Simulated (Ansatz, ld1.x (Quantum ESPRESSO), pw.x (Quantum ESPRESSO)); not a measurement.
# Tc (Z = 43) (fcc): variants of one TM potential in the solid

```
Element                 : Tc
Generator               : ld1.x (Quantum ESPRESSO) 7.5
Type                    : norm-conserving Troullier–Martins (Kleinman–Bylander form)
Functional              : PBE
Relativity              : scalar-relativistic
Frozen core             : [Kr]
Valence charge          : 7
Reference configuration : 4d5 5s2 5p0
Partial waves           : 5p (bound, empty): rc 3.55 bohr; 4d (bound): rc 1.35 bohr; 5s (bound): rc 2.45 bohr
Local potential         : the s channel
Core correction         : none
```

Crystal test: fcc Tc in pw.x 7.5, no spin, 15³ k-points, Fermi–Dirac smearing 0.01 Ry, cutoffs set for each file from its atomic test. The reference is all-electron LAPW (Ansatz 0.2.0) with the same functional, mesh and smearing; V0 and B0 come from Birch–Murnaghan fits to the pressures at five volumes. Errors are pseudo minus all-electron; Δ is the rms difference of the E(V) curves that follow from these fits, minima aligned, over ±6 % about the mean V0. Mesh and smearing are coarse, so the numbers serve the comparison and aren't converged zero-temperature values; the lattice is a test structure that the element need not adopt.

All-electron: a0 = 3.873 Å (V0 = 14.52 Å³/atom), B0 = 295.3 GPa.

Base: The largest radius (3.55 bohr) exceeds half the bond length (2.59 bohr), so the spheres overlap, which is one possible source of error among others. This is a poor potential for the solid.

1 further variants are left out: they gave no file fit for a test, a broken result, the same result as the base, or pressures whose basis-set error rivals the error shown.

A dash in a converged row means that the minimum lies outside the volumes sampled.

| change | cutoffs (Ry) | pw.x | a0 (Å) | a0 error (%) | B0 error (%) | Δ (meV/atom) | mean pressure error (GPa) |
| --- | --- | --- | --- | --- | --- | --- | --- |
| base | 85/340 | converged | – | – | – | – | +22.26 |
| local potential the p channel | 85/340 | converged | – | – | – | – | +47.62 |
| wave 5s (bound): rc 2.45 bohr becomes 5s (bound): rc 3.74 bohr | 85/340 | converged | – | – | – | – | -18.38 |
| wave 5p (bound): rc 3.55 bohr becomes 5p (bound): rc 3.90 bohr | 85/340 | converged | – | – | – | – | +24.34 |

Task: Give the row for: reference 4d5 5s1 5p0.

Result: pw.x: converged; mean pressure error (GPa): +14.61; a0 (Å): 3.931; a0 error (%): +1.50; B0 error (%): -0.3; Δ (meV/atom): 43.0.
